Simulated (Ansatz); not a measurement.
Calculated ¹¹⁵In NMR of the central transition for In2O3 under strain

Cell: an entry of the Crystallography Open Database (COD), relaxed with PBE at fixed cell and then changed (z compressed by 1 %, ions relaxed).

```xyz
10
Lattice="2.7435 1.5840 4.7883 -2.7435 1.5840 4.7883 0.0000 -3.1679 4.7883" Properties=species:S:1:pos:R:3 pbc="T T T"
In    0.0000    0.0000    5.1502
In    0.0000    0.0000    2.0323
In    0.0000    0.0000    9.2147
In    0.0000    0.0000   12.3326
O    -1.1209    1.5840    8.3795
O    -0.8113   -1.7627    8.3795
O     1.9322    0.1788    8.3795
O     1.1209   -1.5840    5.9854
O     0.8113    1.7627    5.9854
O    -1.9322   -0.1788    5.9854
```

Atom numbers follow the list; atoms alike are taken as one site, whose name carries the number of the first.

Level of theory: DFT, PBE, plane waves and PAW, scalar-relativistic, 420 eV cutoff, Γ-centred 7×7×7 k-points, Fermi–Dirac smearing 0.02 eV (Ansatz 0.2.0).

¹¹⁵In has I = 9/2 and Q = 772.0 mb (Pyykkö 2018); at 21.1 T its Larmor frequency is ν₀ = 198.0 MHz (from the bare nuclear moment; shielding lowers the observed one by a per cent or two). Only the quadrupole interaction is simulated: positions count from each site's isotropic chemical shift, and shift anisotropy, dipolar and J coupling are left out.

Simulated pattern of one In site (static powder, Gaussian broadening 20 kHz):

(offset (kHz), height): (-256.2, 1), (-245.6, 18), (-235.1, 71), (-224.6, 100), (-214.0, 78), (-203.5, 59), (-193.0, 50), (-182.5, 44), (-171.9, 41), (-161.4, 38), (-150.9, 36), (-140.3, 34), (-129.8, 33), (-119.3, 32), (-108.7, 31), (-98.2, 30), (-87.7, 30), (-77.2, 29), (-66.6, 29), (-56.1, 29), (-45.6, 28), (-35.0, 28), (-24.5, 28), (-14.0, 28), (-3.5, 26), (7.1, 23), (17.6, 23), (28.1, 23), (38.7, 24), (49.2, 25), (59.7, 27), (70.3, 29), (80.8, 31), (91.3, 35), (101.8, 42), (112.4, 55), (122.9, 71), (133.4, 50), (144.0, 12), (154.5, 1)

(1) Which |C_Q| and η does the pattern imply?

Results:

(1) The pattern spans 363 kHz before broadening and its centre of gravity is at -69.7 kHz, which fixes P_Q; the places of the horns and steps fix η. That gives P_Q = 99.7 MHz, |C_Q| = 99.7 MHz and η = 0.00. The sign of C_Q can't be read from the pattern.

An axis of threefold or higher order runs through In, so V_zz lies along it and η is zero.

Without spin–orbit coupling (the program notes it for In) the gradients are little affected as a rule: paired runs on crystals with a gap mostly move them by under 2 % at such atoms. At this changed cell the PBE pressure is 10 GPa.
